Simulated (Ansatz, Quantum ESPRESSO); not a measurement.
## One calculation of CuO, 3 ways

```
Cu O
1.0
     2.34465   -1.71340    0.00000
     2.34465    1.71340    0.00000
    -0.86055    0.00000    5.05944
Cu O
2 2
Direct
  0.49680 0.00320 0.50000
  0.00320 0.49680 0.00000
  0.40560 0.57140 0.75370
  0.57140 0.40560 0.25370
```

Alike in all runs: task band structure; functional PBEsol; k mesh 10 × 10 × 5; occupations fermi-dirac, width 0.05 eV; no spin polarisation; no spin-orbit coupling. Pressure is positive in compression and, in plane waves, holds the error of the finite cutoff, which Ansatz's Pulay term estimates and takes out.

```csv
program and potentials,plane-wave cutoff (eV),notes,pressure (GPa),largest force (eV/Å)
"Ansatz, Ansatz PAW",420,"potentials made for PBE, which Ansatz adapts in part; Pulay term of +0.75 GPa included",-2.71,0.757
"Quantum ESPRESSO, GBRV 1.5 PBEsol",762,-,-2.20,0.763
"Ansatz, all-electron LAPW, scalar-relativistic",-,-,-2.73,0.757
```

Force on atom 3 (O), eV/Å:

```csv
program and potentials,x,y,z
"Ansatz, Ansatz PAW",0.597,-0.406,-0.227
"Quantum ESPRESSO, GBRV 1.5 PBEsol",0.616,-0.383,-0.236
"Ansatz, all-electron LAPW, scalar-relativistic",0.599,-0.402,-0.228
```

The pressure spans -2.73 (Ansatz, all-electron LAPW, scalar-relativistic) to -2.20 GPa (Quantum ESPRESSO, GBRV 1.5 PBEsol), with all-electron results at -2.73. The atoms of the given cell lie far from their minimum at this level.

Differences between rows come from potentials, basis sets and numerical settings, since the functional is the same but for its coding. Runs on potential files found faulty are left out.
